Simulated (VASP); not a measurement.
Set up this calculation in VASP 6.6.1, as the native input.

- Task: single point
- Functional: PBEsol
- Potentials or basis: VASP PAW PBE potentials, release 64 (W_sv, S)
- Cutoff: 520 eV
- k mesh: 6 × 6 × 6
- Occupations: gaussian, width 0.05 eV
- Spin: collinear spin, ferromagnetic start
- Starting moments: [0.5, 0.0, 0.0] μB
- Further INCAR settings: ALGO = Normal; EDIFF = 1e-06; NBANDS = 24

The structure of WS2 lies in POSCAR:

```
WS2
1.0
    0.0000000000      3.0079352200      3.0079352200
    3.0079352200      0.0000000000      3.0079352200
    3.0079352200      3.0079352200      0.0000000000
W S
1 2
Direct
    0.0000000000      0.0000000000      0.0000000000
    0.2500000000      0.2500000000      0.2500000000
    0.7500000000      0.7500000000      0.7500000000
```

Measurements of this composition are mostly on another form, of space group No. 194.

The input as run:

INCAR

```
ALGO     = Normal         # electronic algorithm
EDIFF    = 1E-6           # SCF threshold, eV
ENCUT    = 520            # plane-wave cutoff, eV
GGA      = PS             # functional
ISIF     = 2              # what is computed and relaxed
ISMEAR   = 0              # smearing method
ISPIN    = 2              # spin polarisation
LASPH    = T              # aspherical terms in the spheres
LCHARG   = T              # write CHGCAR
LELF     = T              # ELF
LMAXMIX  = 4              # l up to which the mixer works
LORBIT   = 11             # projections on sites
LREAL    = F              # projectors in reciprocal space
LVHAR    = T            
LWAVE    = F              # write WAVECAR
MAGMOM   = 0.5 0 0        # initial moments
NBANDS   = 24             # bands
NELM     = 100            # most SCF steps
PREC     = Accurate       # precision mode
SIGMA    = 0.05           # smearing width, eV
```

KPOINTS

```
k-points
0
Gamma
  6 6 6
```

Potentials or basis: VASP PAW PBE potentials, release 64 (W_sv, S).

The run is started by

```sh
$ cat potpaw_PBE.64/W_sv/POTCAR potpaw_PBE.64/S/POTCAR > POTCAR
$ mpirun -np 1 vasp_std > vasp.out
```

Results of the run:

The pressure is -10.7 GPa. The band gap on the k mesh is none (metal or under the smearing width) and the net moment is 1.75 μB per cell. The site moments are W +1.40; S -0.04 μB. The valence electrons inside the program's atomic spheres are W 11.73; S 3.64.

Caveat: the PAW data sets were made with another functional, which shifts forces and pressure a little.

Run time: 40 s on 1 thread of Intel(R) Xeon(R) Platinum 8488C (Sapphire Rapids), with other jobs on the host, peak memory 0.21 GiB.
